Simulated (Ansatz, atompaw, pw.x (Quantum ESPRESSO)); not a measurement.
**pw.x on fcc Mo: one setting changed**

Potential: PAW, atompaw 4.2.0.5, LDA (PW92); core [Ar] 3d10, reference 4s2 4p6 4d5 5s0.5 5p0.5; waves: 4s (bound): rc 1.20 bohr; 5s (bound): rc 2.25 bohr; 4p (bound): rc 2.15 bohr; 5p (bound): rc 2.25 bohr; 4d (bound): rc 1.40 bohr; 4d channel at 0.9 Ry: rc 1.40 bohr; local part: bessel scheme, radius 2.25 bohr; core correction: smooth core density matched at 1.80 bohr; augmentation: sinc compensation charge, radius 2.05 bohr; PAW radius 2.25 bohr; waves and projectors: custom rrkj vanderbiltortho.

The reference run (k-mesh 14³, cutoffs 110/900 Ry, Fermi–Dirac 0.01 Ry, mixing_beta 0.4, conv_thr 1e-9, no spin) gives 3.55 GPa at 15.256 Å³/atom, where all-electron LAPW gives 0.23 GPa. This run, with its own iteration cap, changes smearing to mp.

```
&control
  calculation='scf', prefix='x', pseudo_dir='./', outdir='./tmp', tstress=.true., disk_io='none'
/
&system
  ibrav=0, nat=1, ntyp=1, ecutwfc=110, ecutrho=900, nbnd=15,
  occupations='smearing', smearing='mp', degauss=0.01
/
&electrons
  conv_thr=1e-09, mixing_beta=0.4, electron_maxstep=60
/
ATOMIC_SPECIES
Mo 1.0 Mo.UPF
CELL_PARAMETERS angstrom
  0.00000000 1.96850669 1.96850669
  1.96850669 0.00000000 1.96850669
  1.96850669 1.96850669 0.00000000
ATOMIC_POSITIONS crystal
Mo 0.0000 0.0000 0.0000
K_POINTS automatic
14 14 14 0 0 0
```

```bash
pw.x < Mo.scf.in > Mo.scf.out
```

Q: How does the run end?

A: It converges in 10 iterations; the free energy moves by +34.8 meV/atom and the pressure by -0.64 GPa. This scheme is built to cancel the term in the square of the width that Fermi–Dirac smearing leaves in the F of a metal.

```
Message from routine setup:
     using ibrav=0 with symmetry is DISCOURAGED, use correct ibrav instead
     lattice parameter (alat)  =       5.2608  a.u.
     unit-cell volume          =     102.9526 (a.u.)^3
     number of electrons       =        14.00
     number of Kohn-Sham states=           15
     kinetic-energy cutoff     =     110.0000  Ry
     charge density cutoff     =     900.0000  Ry
     scf convergence threshold =      1.0E-09
     Exchange-correlation= SLA PW NOGX NOGC
     number of k points=   104  Methfessel-Paxton smearing, width (Ry)=  0.0100
     iteration #  1     ecut=   110.00 Ry     beta= 0.40
     total energy              =    -355.43130722 Ry
     estimated scf accuracy    <       0.13391004 Ry
     iteration #  2     ecut=   110.00 Ry     beta= 0.40
     total energy              =    -355.44631464 Ry
     estimated scf accuracy    <       0.02838704 Ry
     iteration #  3     ecut=   110.00 Ry     beta= 0.40
     total energy              =    -355.44974015 Ry
     estimated scf accuracy    <       0.00968094 Ry
     iteration #  4     ecut=   110.00 Ry     beta= 0.40
     total energy              =    -355.44999724 Ry
     estimated scf accuracy    <       0.00049391 Ry
     iteration #  5     ecut=   110.00 Ry     beta= 0.40
     total energy              =    -355.45008620 Ry
     estimated scf accuracy    <       0.00006101 Ry
     iteration #  6     ecut=   110.00 Ry     beta= 0.40
     total energy              =    -355.45009068 Ry
     estimated scf accuracy    <       0.00000175 Ry
     iteration #  7     ecut=   110.00 Ry     beta= 0.40
     total energy              =    -355.45009070 Ry
     estimated scf accuracy    <       0.00000089 Ry
     iteration #  8     ecut=   110.00 Ry     beta= 0.40
     total energy              =    -355.45009077 Ry
     estimated scf accuracy    <          7.8E-09 Ry
     iteration #  9     ecut=   110.00 Ry     beta= 0.40
     total energy              =    -355.45009078 Ry
     estimated scf accuracy    <          5.2E-09 Ry
     iteration # 10     ecut=   110.00 Ry     beta= 0.40
     the Fermi energy is    20.6076 ev
!    total energy              =    -355.45009078 Ry
     estimated scf accuracy    <          3.2E-11 Ry
     smearing contrib. (-TS)   =       0.00000477 Ry
     The total energy is F=E-TS. E is the sum of the following terms:
     one-electron contribution =     -12.97165061 Ry
     hartree contribution      =      21.00453464 Ry
     xc contribution           =     -15.97495125 Ry
     ewald contribution        =    -120.78599714 Ry
     one-center paw contrib.   =    -226.72203118 Ry
     convergence has been achieved in  10 iterations
          total   stress  (Ry/bohr**3)                   (kbar)     P=       29.03
     Message from routine punch:
     Nothing written, as per user request (disk_io='none')
```

The run took about 40 s on one core of a shared host (Intel(R) Xeon(R) Platinum 8488C, 192 threads, 744 GiB, load 53).
